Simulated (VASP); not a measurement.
# Mo (Im-3m) in VASP: a series of runs, part 2 of 2

VASP 6.6.1. Earlier steps stand in the parts before.

## Step 5: Single point, PBE

The input, INCAR:

```
ADDGRID = F
ALGO = Normal
EDIFF = 1E-4
ENCUT = 450
GGA = PE
ISIF = 2
ISMEAR = 1
LASPH = T
LCHARG = F
LREAL = F
LWAVE = F
NBANDS = 13
NELM = 100
PREC = Accurate
SIGMA = 0.2
```

The input, KPOINTS:

```
k-points
0
Gamma
  11 11 11
```

The input, POSCAR:

```
Mo
1.0
   -1.6018940000      1.6123050000      1.5868230000
    1.5840600000     -1.5829550000      1.5396390000
    1.5998790000      1.5809390000     -1.5574730000
Mo
1
Direct
   -0.0100820000     -0.0008690000      0.0196120000
```

Potentials or basis: VASP PAW PBE potentials, release 64 (Mo_sv).

Command:

```sh
cat potpaw_PBE.64/Mo_sv/POTCAR > POTCAR
mpirun -np 1 vasp_std > vasp.out
```

OUTCAR:

```text
EDIFF = 1E-4
   ENCUT = 450
   GGA = PE
   ISIF = 2
   ISMEAR = 1
   LASPH = T
   LREAL = F
   NELM = 100
   PREC = Accurate

 Found    666 irreducible k-points:

 Following reciprocal coordinates:
            Coordinates               Weight
  0.000000  0.000000  0.000000      1.000000
  0.090909 -0.000000  0.000000      2.000000
  0.181818 -0.000000  0.000000      2.000000
  0.272727 -0.000000  0.000000      2.000000
  0.363636  0.000000  0.000000      2.000000
  0.454545  0.000000  0.000000      2.000000
   k-points           NKPTS =    666   k-points in BZ     NKDIM =    666   number of bands    NBANDS=     13
   number of dos      NEDOS =    301   number of ions     NIONS =      1
   total plane-waves  NPLWV =   8000
   dimension x,y,z NGX =    20 NGY =   20 NGZ =   20
   dimension x,y,z NGXF=    40 NGYF=   40 NGZF=   40
   ions per type =               1
   NGX,Y,Z   is equivalent  to a cutoff of  11.99, 12.23, 12.15 a.u.
   NGXF,Y,Z  is equivalent  to a cutoff of  23.99, 24.47, 24.31 a.u.
 SYSTEM =  unknown system
   PREC   = accura    normal or accurate (medium, high low for compatibility)
   ISTART =      0    job   : 0-new  1-cont  2-samecut
   ICHARG =      2    charge: 1-file 2-atom 10-const
   ISPIN  =      1    spin polarized calculation?
   LNONCOLLINEAR =      F non collinear calculations
   LSORBIT =      F    spin-orbit coupling
   LASPH  =      T    aspherical Exc in radial PAW
   ENCUT  =  450.0 eV  33.07 Ry    5.75 a.u.   4.79  4.70  4.73*2*pi/ulx,y,z
   NELM   =    100;   NELMIN=  2; NELMDL= -5     # of ELM steps
   EDIFF  = 0.1E-03   stopping-criterion for ELM
   LREAL  =      F    real-space projection
   EDIFFG = 0.1E-02   stopping-criterion for IOM
   NSW    =      0    number of steps for IOM
   IBRION =     -1    ionic relax: 0-MD 1-quasi-New 2-CG
   NFREE  =      0    steps in history (QN), initial steepest desc. (CG)
   ISIF   =      2    stress and relaxation
   ISYM   =      2    0-nonsym 1-usesym 2-fastsym
   POTIM  = 0.5000    time-step for ionic-motion
   TEBEG  =    0.0;   TEEND  =   0.0 temperature during run
   PSTRESS=    0.0 pullay stress
   NELECT =      14.0000    total number of electrons
   NUPDOWN=      -1.0000    fix difference up-down
   EMIN   =  10.00;   EMAX   =-10.00  energy-range for DOS
   EFERMI =   0.00;   METHOD = LEGACY
   ISMEAR =     1;   SIGMA  =   0.20  broadening in eV -4-tet -1-fermi 0-gaus
   EFERMI_NEDOS =   21; number of points for ismear=-14 and -15
   IALGO  =     38    algorithm
   IMIX   =      4    mixing-type and parameters
     AMIX     =   0.40;   BMIX     =  1.00
     AMIX_MAG =   1.60;   BMIX_MAG =  1.00
  volume/ion in A,a.u.               =      15.89       107.24
  Fermi-wavevector in a.u.,A,eV,Ry     =   1.569380  2.965697 33.510502  2.462952
  Thomas-Fermi vector in A             =   2.671271
   LORBIT       =      0    0 simple, 1 ext, 2 COOP (PROOUT), +10 PAW based schemes
   GGA     = PE    functional components
   LHFCALC =     F    Hartree Fock is set to
   AEXX    =    0.0000 exact exchange contribution
   IVDW    =     0    specifies the selected vdW correction
   LEPSILON=     F    determine dielectric tensor
   LRPA    =     F    only Hartree local field effects (RPA)
 non-spin polarized calculation
 Methfessel and Paxton  Order N= 1 SIGMA  =   0.20
  energy-cutoff  :      450.00
  volume of cell :       15.89
 maximum number of plane-waves:       366
   NGX =  9   NGY =  9   NGZ =  9

 number of electron      13.9999999 magnetization

 Free energy of the ion-electron system (eV)
  ---------------------------------------------------
  ext. energy  EPLUGINS =         0.00000000
  ---------------------------------------------------
  free energy    TOTEN  =       -10.90806223 eV

  energy without entropy =      -10.90544871  energy(sigma->0) =      -10.90719106

 E-fermi :  12.2523     XC(G=0): -13.2977

 val. band max:       12.2521105181   @ k =  -0.1818   0.1818   0.1818
 cond. band min:      12.2595738170   @ k =  -0.2727   0.2727   0.3636
 fundamental gap:      0.0074632989
 Fermi energy:        12.2522843324

 k-point     1 :       0.0000    0.0000    0.0000
  band No.  band energies     occupation
      1     -48.9434      2.00000
      2     -22.2749      2.00000
      3     -22.2492      2.00000
      4     -22.2227      2.00000
      5       5.1496      2.00000
      6      10.7604      2.00000
      7      11.0515      2.00000
      8      11.1828      2.00000
      9      13.8196     -0.00000
     10      14.1168     -0.00000
     11      26.9271      0.00000
     12      27.0281      0.00000
     13      27.4759      0.00000

 k-point     2 :       0.0909   -0.0000    0.0000
  band No.  band energies     occupation
      1     -48.9251      2.00000
      2     -22.3796      2.00000
      3     -22.2834      2.00000
      4     -22.2267      2.00000
      5       5.4987      2.00000
      6      10.6107      2.00000
      7      10.9798      2.00000
      8      11.4655      2.00000
      9      13.7382     -0.00000
     10      14.0043     -0.00000
     11      27.4340      0.00000
     12      27.5946      0.00000
     13      27.8228      0.00000

 k-point     3 :       0.1818   -0.0000    0.0000
  band No.  band energies     occupation
      1     -48.8757      2.00000
      2     -22.6636      2.00000
      3     -22.3698      2.00000
      4     -22.2326      2.00000
      5       6.3965      2.00000
      6      10.1621      2.00000
      7      10.7436      2.00000
      8      12.3824      0.11720
      9      13.5611     -0.00000
     10      14.0406     -0.00000
     11      27.7236      0.00000
     12      28.5751      0.00000
     13      29.2920      0.00000

 k-point     4 :       0.2727   -0.0000    0.0000
  band No.  band energies     occupation
      1     -48.8104      2.00000
      2     -23.0241      2.00000
      3     -22.4810      2.00000
      4     -22.2396      2.00000
      5       7.2386      2.00000
      6       9.6221      2.00000
      7      10.8500      2.00000
      8      13.7034     -0.00000
      9      13.7989     -0.00000
     10      14.2362     -0.00000
     11      26.8210      0.00000
     12      27.8074      0.00000
     13      31.7334      0.00000

 k-point     5 :       0.3636    0.0000    0.0000
  band No.  band energies     occupation
      1     -48.7497      2.00000
      2     -23.3444      2.00000
      3     -22.5814      2.00000
      4     -22.2459      2.00000
      5       7.3261      2.00000
      6       9.1745      2.00000
      7      12.0474      2.05496
      8      14.0133     -0.00000
      9      14.5237     -0.00000
     10      15.4329     -0.00000
     11      25.3646      0.00000
     12      25.6906      0.00000
     13      31.8477      0.00000

 k-point     6 :       0.4545    0.0000    0.0000
  band No.  band energies     occupation
      1     -48.7132      2.00000
      2     -23.5301      2.00000
      3     -22.6402      2.00000
      4     -22.2496      2.00000
      5       7.1413      2.00000
      6       8.9272      2.00000
      7      13.4801     -0.00000
      8      14.1592     -0.00000
      9      14.7564     -0.00000
     10      16.6793      0.00000
     11      23.8327      0.00000
     12      24.5063      0.00000
     13      29.7329      0.00000

 [... further k-points ...]

------------------------ aborting loop because EDIFF is reached ----------------------------------------

  FORCE on cell =-STRESS in cart. coord.  units (eV):
  Direction    XX          YY          ZZ          XY          YZ          ZX
  --------------------------------------------------------------------------------------
  -------------------------------------------------------------------------------------
  Total       -0.2664251     -0.3407736      0.1669552      0.0037611     -0.0780729      0.0448330
  in kB      -26.8606942    -34.3564285     16.8322432      0.3791894     -7.8712246      4.5200188
  external PRESSURE =     -14.7949598 kB  Pullay stress =       0.0000000 kB

 VOLUME and BASIS-vectors are now :
 -----------------------------------------------------------------------------
  energy-cutoff  :      450.00
  volume of cell :       15.89
      direct lattice vectors                 reciprocal lattice vectors
    -1.601894000  1.612305000  1.586823000     0.001971750  0.310249238  0.316949110
     1.584060000 -1.582955000  1.539639000     0.315876418 -0.002757309  0.321678072
     1.599879000  1.580939000 -1.557473000     0.314268351  0.313370033 -0.001149142

 POSITION                                       TOTAL-FORCE (eV/Angst)
 -----------------------------------------------------------------------------------
      0.02832      0.04548      3.07858         0.000000     -0.000000     -0.000000
 -----------------------------------------------------------------------------------
    total drift:                                0.000001      0.000000     -0.000005

  FREE ENERGIE OF THE ION-ELECTRON SYSTEM (eV)
  ---------------------------------------------------
  free  energy   TOTEN  =       -10.9080622296 eV

  energy  without entropy=      -10.9054487060  energy(sigma->0) =      -10.90719106
```

It took 32 s on 1 thread of Intel Xeon 6975P-C (Granite Rapids), shared host; peak memory 0.21 GiB.

The run converged, but some of its settings lie outside the range that counts as converged, so its numbers aren't taken as properties of the crystal.

What came out:

```
Free energy            : -10.9081 eV
Pressure               : -1.5 GPa
Band gap on the k mesh : none (metal or under the smearing width)
```
